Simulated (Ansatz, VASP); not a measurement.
## As: VASP beside Ansatz

One calculation is typed for both programs; each brings its own data sets. How far apart do they land? The cell is taken from a series of runs on this material, whose earlier steps may have relaxed, scaled, displaced or heated it; both programs get it as it stands.

Calculated with Ansatz 0.2.0; plane waves, with VASP 6.6.1 beside it; PBE.

### Step 1. Starting point

The cell holds 4 atoms: 4 As. Its edges and angles: a = 4.542 Å, b = 3.678 Å, c = 28.000 Å, α = 90.0°, β = 90.0°, γ = 90.0°. Vacuum lies along c.

### Step 2. VASP: single point, PBE, pair 1

A single point takes one fixed geometry, so differences don't come from the geometry; what else differs is listed under the comparison.

Lines of VASP's logs that name or quote its potential files are left out, and so is its time.

INCAR reads:

```
SYSTEM = As
PREC = Accurate
ENCUT = 400
EDIFF = 1E-06
NELM = 120
ISMEAR = -1
SIGMA = 0.02
LREAL = .FALSE.
ALGO = Normal
GGA = PE
NBANDS = 16
LORBIT = 11
LWAVE = .FALSE.
LCHARG = .FALSE.
ISIF = 2
LDIPOL = .TRUE.
IDIPOL = 3
DIPOL = 0.5 0.5 0.5
LVHAR = .TRUE.
LASPH = .TRUE.
GGA_COMPAT = .FALSE.
EFERMI = MIDGAP
NELMDL = -8
KPAR = 2
```

POSCAR reads:

```
As
1.0
    4.5421539700      0.0000000000      0.0000000000
    0.0000000000      3.6780245980      0.0000000000
    0.0000000000      0.0000000000     28.0000000000
As
4
Direct
    0.0629104277      0.0000000000      0.5430286337
    0.4370895723      0.5000000000      0.5430286337
    0.5629104277      0.5000000000      0.4569713663
    0.9370895723      0.0000000000      0.4569713663
```

KPOINTS reads:

```
Automatic mesh
0
Gamma
4 6 1
0 0 0
```

Potentials, in the order of the species: As (PBE family, release 64).

Launch:

```
$ mpirun -np 2 vasp_std
```

Numbers of over 12 decimals in the logs are rounded to 6 here.

The log of the run:

```text
[banner, memory and clock lines left out]
running    2 mpi-ranks, on    1 nodes
 distrk:  each k-point on    1 cores,    2 groups
 distr:  one band on    1 cores,    1 groups

 POSCAR found type information on POSCAR As
 POSCAR found :  1 types and       4 ions
 LDA part: xc-table for (Slater+PW92), standard interpolation
 POSCAR, INCAR and KPOINTS ok, starting setup
 FFT: planning ... GRIDC
 FFT: planning ... GRID_SOFT
 FFT: planning ... GRID
 WAVECAR not read
 entering main loop
       N       E                     dE             d eps       ncg     rms          rms(c)
DAV:   1     0.127856050540E+03    0.12786E+03   -0.50601E+03   384   0.676E+02
DAV:   2    -0.196225614212E+01   -0.12982E+03   -0.12351E+03   584   0.130E+02
DAV:   3    -0.182381240273E+02   -0.16276E+02   -0.16211E+02   528   0.581E+01
DAV:   4    -0.186192238606E+02   -0.38110E+00   -0.38048E+00   528   0.110E+01
DAV:   5    -0.186261602888E+02   -0.69364E-02   -0.69296E-02   512   0.136E+00
DAV:   6    -0.186263540346E+02   -0.19375E-03   -0.19373E-03   536   0.230E-01
DAV:   7    -0.186263587865E+02   -0.47519E-05   -0.47517E-05   512   0.285E-02
DAV:   8    -0.186263590111E+02   -0.22465E-06   -0.22469E-06   472   0.588E-03    0.473E+00
DAV:   9    -0.185585650571E+02    0.67794E-01   -0.31954E-02   432   0.921E-01    0.284E+00
DAV:  10    -0.185106920372E+02    0.47873E-01   -0.77414E-02   472   0.142E+00    0.175E-01
DAV:  11    -0.185082878467E+02    0.24042E-02   -0.36558E-03   504   0.311E-01    0.738E-02
DAV:  12    -0.185066803156E+02    0.16075E-02   -0.11623E-03   504   0.153E-01    0.379E-02
DAV:  13    -0.185066798358E+02    0.47972E-06   -0.23494E-04   448   0.686E-02    0.184E-02
DAV:  14    -0.185068608144E+02   -0.18098E-03   -0.24086E-04   456   0.596E-02    0.133E-02
DAV:  15    -0.185073330009E+02   -0.47219E-03   -0.85275E-05   424   0.450E-02    0.591E-03
DAV:  16    -0.185075377321E+02   -0.20473E-03   -0.14477E-05   456   0.177E-02    0.346E-03
DAV:  17    -0.185077205408E+02   -0.18281E-03   -0.10736E-05   448   0.108E-02    0.177E-03
DAV:  18    -0.185077957926E+02   -0.75252E-04   -0.41857E-06   400   0.620E-03    0.949E-04
DAV:  19    -0.185078275042E+02   -0.31712E-04   -0.15392E-06   432   0.352E-03    0.581E-04
DAV:  20    -0.185078524344E+02   -0.24930E-04   -0.16596E-06   416   0.337E-03    0.551E-04
DAV:  21    -0.185078580369E+02   -0.56025E-05   -0.17195E-07   408   0.125E-03    0.111E-04
DAV:  22    -0.185078602532E+02   -0.22163E-05   -0.29221E-08   320   0.569E-04    0.108E-04
DAV:  23    -0.185078607021E+02   -0.44884E-06   -0.72393E-09   344   0.251E-04
   1 F= -.18507861E+02 E0= -.18507861E+02  d E =-.162282E-08
```

OUTCAR, selected parts (step 2):

```text
ion  position               nearest neighbor table
   1  0.063  0.000  0.543-   4 2.48   2 2.50   2 2.50
   2  0.437  0.500  0.543-   3 2.48   1 2.50   1 2.50
   3  0.563  0.500  0.457-   2 2.48   4 2.50   4 2.50
   4  0.937  0.000  0.457-   1 2.48   3 2.50   3 2.50

  LATTYP: Found a simple orthorhombic cell.
 ALAT       =     3.6780245980
 B/A-ratio  =     1.2349438806
 C/A-ratio  =     7.6127821481

 Subroutine GETGRP returns: Found  8 space group operations
 (whereof  4 operations were pure point group operations)

The static configuration has the point symmetry C_2h.
 The point group associated with its full space group is D_2h.

 Found     12 irreducible k-points:

   k-points           NKPTS =     12   k-points in BZ     NKDIM =     12   number of bands    NBANDS=     16

   dimension x,y,z NGX =    30 NGY =   24 NGZ =  192
   dimension x,y,z NGXF=    60 NGYF=   48 NGZF=  384

   ENCUT  =  400.0 eV  29.40 Ry    5.42 a.u.   7.41  6.00 45.66*2*pi/ulx,y,z

   NELECT =      20.0000    total number of electrons

 k-points in reciprocal lattice and weights: Automatic mesh
   0.00000000  0.00000000  0.00000000       0.042
   0.25000000  0.00000000  0.00000000       0.083
   0.50000000  0.00000000  0.00000000       0.042
   0.00000000  0.16666667  0.00000000       0.083
   0.25000000  0.16666667  0.00000000       0.167
   0.50000000  0.16666667  0.00000000       0.083
   0.00000000  0.33333333  0.00000000       0.083
   0.25000000  0.33333333  0.00000000       0.167
   0.50000000  0.33333333  0.00000000       0.083
   0.00000000  0.50000000  0.00000000       0.042
   0.25000000  0.50000000  0.00000000       0.083
   0.50000000  0.50000000  0.00000000       0.042

 dipolmoment           0.000000      0.000000      0.000000 electrons x Angstroem

 average (electrostatic) potential at core
       1 -57.5478       2 -57.5478       3 -57.5478       4 -57.5478

 E-fermi :  -2.4523

 k-point     1 :       0.0000    0.0000    0.0000
  band No.  band energies     occupation
    ...
      6      -6.6660      2.00000
      7      -5.6200      2.00000
      8      -4.5441      2.00000
      9      -3.9737      2.00000
     10      -2.8013      2.00000
     11      -2.1033      0.00000
     12      -0.6128      0.00000
     13      -0.0432      0.00000
     14       0.6221      0.00000
     15       1.2821      0.00000
    ...

 k-point     2 :       0.2500    0.0000    0.0000
  band No.  band energies     occupation
    ...
      6      -5.5200      2.00000
      7      -5.2935      2.00000
      8      -3.9952      2.00000
      9      -3.9946      2.00000
     10      -3.2900      2.00000
     11      -1.3131      0.00000
     12      -1.1036      0.00000
     13      -0.2859      0.00000
     14      -0.0557      0.00000
     15       1.4227      0.00000
    ...

 k-point     3 :       0.5000    0.0000    0.0000
  band No.  band energies     occupation
    ...
      6      -5.5721      2.00000
      7      -4.5092      2.00000
      8      -4.5092      2.00000
      9      -3.3487      2.00000
     10      -3.3487      2.00000
     11      -1.1957      0.00000
     12      -1.1957      0.00000
     13      -0.0185      0.00000
     14      -0.0185      0.00000
     15       0.0933      0.00000
    ...

  Total        0.8010577      1.7306107      0.3035303      0.0000000      0.0000000     -0.0000000
  in kB        2.7437203      5.9275533      1.0396283      0.0000000      0.0000000     -0.0000000
  external PRESSURE =       3.2369673 kB  Pullay stress =       0.0000000 kB

  energy-cutoff  :      400.00
  volume of cell :      467.77
      direct lattice vectors                 reciprocal lattice vectors
     4.542153970  0.000000000  0.000000000     0.220159864  0.000000000  0.000000000
     0.000000000  3.678024598  0.000000000     0.000000000  0.271885077  0.000000000
     0.000000000  0.000000000 28.000000000     0.000000000  0.000000000  0.035714286

 POSITION                                       TOTAL-FORCE (eV/Angst)
 -----------------------------------------------------------------------------------
      0.28575      0.00000     15.20480        -0.019558     -0.000000      0.065745
      1.98533      1.83901     15.20480         0.019558      0.000000      0.065745
      2.55683      1.83901     12.79520        -0.019558     -0.000000     -0.065745
      4.25641      0.00000     12.79520         0.019558      0.000000     -0.065745
 -----------------------------------------------------------------------------------
    total drift:                                0.000000     -0.000000      0.000000

  FREE ENERGIE OF THE ION-ELECTRON SYSTEM (eV)
  ---------------------------------------------------
  free  energy   TOTEN  =       -18.5078607021 eV

  energy  without entropy=      -18.5078607004  energy(sigma->0) =      -18.50786070

 vacuum level on the upper side and lower side of the slab         1.727         1.727

 total charge
# of ion       s       p       d       tot
------------------------------------------
    1        1.292   1.379   0.044   2.715
    2        1.292   1.379   0.044   2.715
    3        1.292   1.379   0.044   2.715
    4        1.292   1.379   0.044   2.715
--------------------------------------------------
tot          5.169   5.516   0.175  10.860

[... 3 further parts left out ...]
```

### Step 3. Ansatz: single point, PBE, pair 1

Ansatz runs on its PAW soft_1 files.

The same cell, functional, mesh and smearing now go to Ansatz, which takes its cutoff from its data sets.

input.yaml reads:

```yaml
crystal:
  lattice:
    - [4.54215397, 0.0, 0.0]
    - [0.0, 3.678024598, 0.0]
    - [0.0, 0.0, 28.0]
  atoms:
    - { symbol: As, position: [0.0629104277, 0.0, 0.5430286337] }
    - { symbol: As, position: [0.4370895723, 0.5, 0.5430286337] }
    - { symbol: As, position: [0.5629104277, 0.5, 0.4569713663] }
    - { symbol: As, position: [0.9370895723, 0.0, 0.4569713663] }
  periodic: [true, true, false]
kpoints:
  mp_grid: { grid: [4, 6, 1] }
  band_path:
    path:
      - [0.0, 0.0, 0.0]
      - [0.5, 0.0, 0.0]
      - [0.5, 0.5, 0.0]
      - [0.0, 0.5, 0.0]
      - [0.35, 0.0, 0.0]
    npoints: 1
hamiltonian:
  xc: pbe
  pseudopotentials: { kind: paw, azcp: { folder: soft_1 } }
scf:
  occupations: { method: fermi_dirac, width: 0.02 }
  n_extra_bands: 5
output:
  eigenvalues: true
```

Launch:

```
$ ansatz run input.yaml --threads 8 --pin off --max-ram 17510MiB --backend cpu --events-out ev --progress --plain --runs-dir out
```

The log of the run:

```text
scf.n_extra_bands = 5 over 30 filled bands (N_el = 60.0): the run solves 35 bands
Engine: ansatz 0.2.0, x86_64-unknown-linux-gnu
Pseudopotentials: kind: paw
Pseudopotential: As, paw, valence charge 15, recommended cutoff 420 eV (normal), soft_1/As.paw.azcp
Functional definition: PBE
  parameter kappa = 0.804
  parameter beta = 0.066725
  exchange = pbe_x(kappa = kappa, mu = beta*pi^2/3)
  correlation = pbe_c(beta = beta)
Crystal: 4 atoms, lattice volume = 467.772 Å³
Basis set: ecut = 420 eV, 9163 PW (Γ)
Bands: 35, of which v1, the nominal top of the filled ones, is band 30 counted from 1 (29 counted from 0)
Symmetry: 8 space group operations
Space group: Pmna (ITA 53), of the structure as read, at distance tolerance 7.8e-5 Å
k-points: 12 of 24
Non-local potential: As, projectors of the file, l = 0: 2, l = 1: 2, l = 2: 3, l = 3: 1
PAW form: soft (Blöchl's): semilocal exchange-correlation on the pseudo side does not see the compensation charge
PAW one-centre angular grid: As, 590 points (default); XC on 64 Gauss nodes
Initial density: superposition of atomic densities (neutral atoms: chi_scale 0, normalization atom)
Initial wavefunctions: pseudopotential atomic-orbital guess
Functional: x = pbe(κ = 0.804, μ = 0.219515), c = pbe(β = 0.066725)
iter 1 solved again at ethr=9.22e-4 eV; its pass at ethr=3.10e-3 eV (dr2=5.53e-1 eV) is discarded
SCF iter   1: F=—  HF=-19424.492697 eV  |F-HF|=—  |Δ(HF+E_count)|=         —  Δρ=1.21e-2  dr2=5.54e-1  ethr=9.22e-4  ⟨swp⟩=1.8  Hψ=2640  notcnv=0
preconditioner: auto → Resta (q_TF=auto, 1.938 Å⁻¹)  ε∞=1.8  [insulator: Δε(μ)=0.881 eV  Ē_g=8.690 eV  σ=0.020 eV  W_gap=1.00  n_scr=60 (ndim 8)  ℏωp=7.7 eV  f_vac=0.760  D(μ)=0.00/eV (n_scr^D=0)  ε∞_Penn≈1.8  vacuum switching on, ρ_ref=5.5e-3 e/Å³]
SCF iter   2: F=—  HF=-19424.422223 eV  |F-HF|=—  |Δ(HF+E_count)|=   7.05e-2  Δρ=6.34e-3  dr2=1.42e-1  ethr=9.22e-4  ⟨swp⟩=3.1  Hψ=607  notcnv=0
SCF iter   3: F=—  HF=-19424.406904 eV  |F-HF|=—  |Δ(HF+E_count)|=   1.53e-2  Δρ=7.88e-4  dr2=7.15e-3  ethr=2.37e-4  ⟨swp⟩=3.5  Hψ=709  notcnv=0
SCF iter   4: F=—  HF=-19424.404757 eV  |F-HF|=—  |Δ(HF+E_count)|=   2.15e-3  Δρ=2.98e-4  dr2=2.85e-4  ethr=1.19e-5  ⟨swp⟩=4.8  Hψ=1016  notcnv=0
SCF iter   5: F=—  HF=-19424.404894 eV  |F-HF|=—  |Δ(HF+E_count)|=   1.37e-4  Δρ=4.73e-5  dr2=1.03e-5  ethr=4.75e-7  ⟨swp⟩=2.9  Hψ=611  notcnv=0
SCF iter   6: F=—  HF=-19424.404895 eV  |F-HF|=—  |Δ(HF+E_count)|=   9.66e-7  Δρ=1.45e-5  dr2=1.35e-6  ethr=1.72e-8  ⟨swp⟩=3.0  Hψ=889  notcnv=0
SCF iter   7: F=-19424.404895 eV  HF=-19424.404895 eV  |F-HF|=5.80e-8  |Δ(HF+E_count)|=   1.12e-7  Δρ=4.82e-6  dr2=7.94e-8  ethr=1.67e-10  ⟨swp⟩=6.2  Hψ=2023  notcnv=0
SCF 1 converged in 7 iterations: F = -19424.404895 eV  dr2 = 7.94e-8
  greatest PAW one-centre occupation: 0.999 electrons in one spin orbital (limit 2), on the As atom at site 2 (counted from 0), in its partial waves of l = 2
NSCF: frozen V_eff on 5 k-points
SCF converged after 7 iterations
Free energy (F): -19424.404895 eV
Harris-Foulkes:  -19424.404895 eV  (|F-HF|=5.80e-8)
Internal energy: -19424.404895 eV  (E = F + TS)
E sigma→0 (E₀):  -19424.404895 eV
Fermi energy:    -4.179538 eV
--- Per-component energies (eV) ---
  E_band       = -1810.117002
  E_kinetic    = 385.626371
  E_local      = -115734.993696  (includes V_loc(G=0)·N_el)
  E_nonlocal   = -1571.775537
  E_hartree    = 57926.313123
  E_xc         = -279.736706
  E_vxc        = -292.219990  (∫ρ·V_xc dr)
  E_paw        = -8053.696212  (= ΣΔE_a)
  E_vpaw       = -449.384576  (= ΣTr[D̂ρ^β])
  E_aug_tail   = -0.000020  (compensation charges beyond the density's cutoff)
  E_ewald      = 47903.857784
  E_smearing   = -0.000000  (= −TS)
  E_closure    = 0.000000  (closes the sum)
  Σ components = -19424.404895   (vs F -19424.404895, Δ=0.00e0)
--- Band table (eV; the first three rows and the last of 12) ---
  k-point 0: bands = [... 26 lower, -7.3293, -6.2707, -5.6882, -4.5345, -3.8246, -2.3118, -1.7471 (-1.7471°), -1.0986, ... 1 higher]
  k-point 1: bands = [... 26 lower, -7.9719, -6.3276, -6.0946, -4.7781, -3.5615, -2.3752, -1.2547 (-1.2547°), -0.7787, ... 1 higher]
  k-point 2: bands = [... 26 lower, -7.4384, -6.5920, -6.0089, -5.5451, -3.6214, -2.8664, -2.5655, -2.0860, ... 1 higher]
  k-point 11: bands = [... 26 lower, -8.4842, -8.4842, -6.0538, -6.0538, -1.8265, -1.8265, 0.2271, 0.2271, ... 1 higher]
  ° read free of the cell's end (the report's vacuum.weakly_bound_levels)
```

### Step 4. Differences

Known differences besides the potentials themselves: Ansatz cuts the interaction across the vacuum, VASP repeats the sheet with a dipole correction (LDIPOL); the data sets hold 60 valence electrons in Ansatz (on its PAW soft_1 files) and 20 in VASP; the cutoff is 420 eV in Ansatz and 400 eV in VASP. Total energies have different zeros and are not compared.

Both answers:

```tsv
quantity	Ansatz	VASP	difference
gap on the k mesh (eV)	0.710	0.698	+0.012
```

A gap on the mesh is an upper bound, since the band edges may lie between its points. Where the cell holds vacuum, a pressure given here is an average over it and none of the material.

### Step 5. VASP: single point, PBE, pair 2

A single point takes one fixed geometry, so differences don't come from the geometry; what else differs is listed under the comparison.

INCAR is that of step 2.

POSCAR reads:

```
As
1.0
    4.6113238274      0.0000000000      0.0000000000
    0.0000000000      3.6780245980      0.0000000000
    0.0000000000      0.0000000000     28.0000000000
As
4
Direct
    0.0655052574      0.0000000000      0.5429426542
    0.4344947426      0.5000000000      0.5429426542
    0.5655052574      0.5000000000      0.4570573458
    0.9344947426      0.0000000000      0.4570573458
```

KPOINTS is that of step 2.

Launch:

```
$ mpirun -np 2 vasp_std
```

The log of the run:

```text
[... set-up lines as in an earlier step ...]
 entering main loop
       N       E                     dE             d eps       ncg     rms          rms(c)
DAV:   1     0.126615766482E+03    0.12662E+03   -0.50479E+03   384   0.677E+02
DAV:   2    -0.184654390238E+01   -0.12846E+03   -0.12174E+03   616   0.134E+02
DAV:   3    -0.182357421544E+02   -0.16389E+02   -0.16323E+02   504   0.579E+01
DAV:   4    -0.186267395146E+02   -0.39100E+00   -0.39003E+00   544   0.112E+01
[...]
DAV:  21    -0.185163444191E+02   -0.77697E-05   -0.28773E-07   408   0.154E-03    0.231E-04
DAV:  22    -0.185163456186E+02   -0.11995E-05   -0.20468E-08   368   0.452E-04    0.187E-04
DAV:  23    -0.185163464192E+02   -0.80059E-06   -0.10257E-08   344   0.327E-04
   1 F= -.18516346E+02 E0= -.18516346E+02  d E =-.240060E-09
```

From OUTCAR (step 5):

```text
  Total        0.4805803      1.2891474      0.2783698      0.0000000      0.0000000      0.0000000
  in kB        1.6213555      4.3492549      0.9391488      0.0000000      0.0000000      0.0000000
  external PRESSURE =       2.3032531 kB  Pullay stress =       0.0000000 kB

 POSITION                                       TOTAL-FORCE (eV/Angst)
 -----------------------------------------------------------------------------------
      0.30207      0.00000     15.20239        -0.013318      0.000000      0.060666
      2.00360      1.83901     15.20239         0.013318      0.000000      0.060666
      2.60773      1.83901     12.79761        -0.013318      0.000000     -0.060666
      4.30926      0.00000     12.79761         0.013318      0.000000     -0.060666
 -----------------------------------------------------------------------------------
    total drift:                               -0.000000      0.000000      0.000000

  FREE ENERGIE OF THE ION-ELECTRON SYSTEM (eV)
  ---------------------------------------------------
  free  energy   TOTEN  =       -18.5163464192 eV

  energy  without entropy=      -18.5163464189  energy(sigma->0) =      -18.51634642

[... 1 part as in an earlier step ...]

[... 2 further parts left out ...]
[key lines of the parts left out:]
E-fermi :  -2.5009
```

### Step 6. Ansatz: single point, PBE, pair 2

The same cell, functional, mesh and smearing now go to Ansatz, which takes its cutoff from its data sets.

The cell is taken from a series of runs on this material, whose earlier steps may have relaxed, scaled, displaced or heated it; both programs get it as it stands.

input.yaml, the sections that differ from step 3:

```yaml
crystal:
  lattice:
    - [4.6113238274, 0.0, 0.0]
    - [0.0, 3.678024598, 0.0]
    - [0.0, 0.0, 28.0]
  atoms:
    - { symbol: As, position: [0.0655052574, 0.0, 0.5429426542] }
    - { symbol: As, position: [0.4344947426, 0.5, 0.5429426542] }
    - { symbol: As, position: [0.5655052574, 0.5, 0.4570573458] }
    - { symbol: As, position: [0.9344947426, 0.0, 0.4570573458] }
  periodic: [true, true, false]
# kpoints, hamiltonian, scf, output: as in step 3
```

Launch:

```
$ ansatz run input.yaml --threads 8 --pin off --max-ram 17510MiB --backend cpu --events-out ev --progress --plain --runs-dir out
```

The log of the run:

```text
[...]
Crystal: 4 atoms, lattice volume = 474.896 Å³
Basis set: ecut = 420 eV, 9287 PW (Γ)
Bands: 35, of which v1, the nominal top of the filled ones, is band 30 counted from 1 (29 counted from 0)
Symmetry: 8 space group operations
[...]
k-points: 12 of 24
[...]
k-point 1: bands = [... 26 lower, -7.9999, -6.3931, -6.0798, -4.8309, -3.5538, -2.4824, -1.2900 (-1.2900°), -0.8169, ... 1 higher]
  k-point 2: bands = [... 26 lower, -7.4488, -6.7080, -6.0646, -5.5659, -3.6411, -2.9068, -2.5591, -2.1370, ... 1 higher]
  k-point 11: bands = [... 26 lower, -8.4791, -8.4791, -6.0256, -6.0256, -1.8896, -1.8896, 0.0014, 0.0014, ... 1 higher]
  ° read free of the cell's end (the report's vacuum.weakly_bound_levels)
[key lines of the parts left out:]
SCF converged after 7 iterations
Free energy (F): -19424.413169 eV
Fermi energy:    -4.208299 eV
```

### Step 7. Side by side

What differs besides the data sets and the points named for the pairs above, as far as they apply: the data sets hold 60 valence electrons in Ansatz (on its PAW soft_1 files) and 20 in VASP. Total energies have different zeros and are not compared.

Both answers:

```tsv
quantity	Ansatz	VASP	difference
gap on the k mesh (eV)	0.790	0.779	+0.012
```

A gap on the mesh is an upper bound, since the band edges may lie between its points. Where the cell holds vacuum, a pressure given here is an average over it and none of the material.

[end of part 1 of 2]

[Lines on the potential files, build, host, timing and source positions are cut from VASP's logs without a mark.]

[Logs are printed without paths, hosts, clocks, repeated set-up lines and the standing remarks that a program may print on its own settings, such as how far it seeks lower states.]

[Hosts, paths, dates, database ids (printed as entryN), source tags and the programs' standing remarks are cut or masked in the printed files.]
